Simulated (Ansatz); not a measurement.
Ionic part of the dielectric constant of RbBr at 40 GPa, mode by mode

These are results of DFT LDA, scalar-relativistic, plane waves, PAW (Ansatz 0.2.0), not measurements. Cutoff 420 eV, 6×6×6 k-points (Γ-centred), fixed occupations. No spin polarisation. Phonons by linear response, acoustic sum rule imposed.

It takes space group Pm-3m (No. 221, cubic). Conventional cell: a = 3.352 Å, b = 3.352 Å, c = 3.352 Å, α = 90.00°, β = 90.00°, γ = 90.00°. Rb (site symmetry m-3m) is surrounded by 8 Br at 2.90 Å. Around Br (site symmetry m-3m) lie 8 Rb at 2.90 Å.

Other phases may be more stable at this pressure. The run warned that the force constants aren't converged on this k mesh, so the frequencies and all that is formed from them are rough.

The primitive cell has V = 37.68 Å³ and ε∞,xx = 4.615. Each polar mode adds Δε = (4.92064×10⁷/V)·S/ν² along x, with S its oscillator strength in e²/amu, ν in cm⁻¹ and V in Å³.

Problem. From these modes, find each Δε and ε0,xx.
| ν (cm⁻¹) | S_xx (e²/amu) |
| --- | --- |
| 238.5 | 0.03728 |

Solution.
```csv
ν (cm⁻¹),Δε
238.5,0.86
```

The sum is 0.856, so ε0,xx = 5.47; the run's tensor has 5.47.

Problem. Where do the longitudinal modes lie for a wave vector along x?

Solution. At 260 cm⁻¹. The Lyddane–Sachs–Teller product Π(ν_LO/ν_TO)² = 1.19 matches ε0/ε∞ = 1.19.

This CsCl-type form isn't the usual stable structure of the compound at low pressure.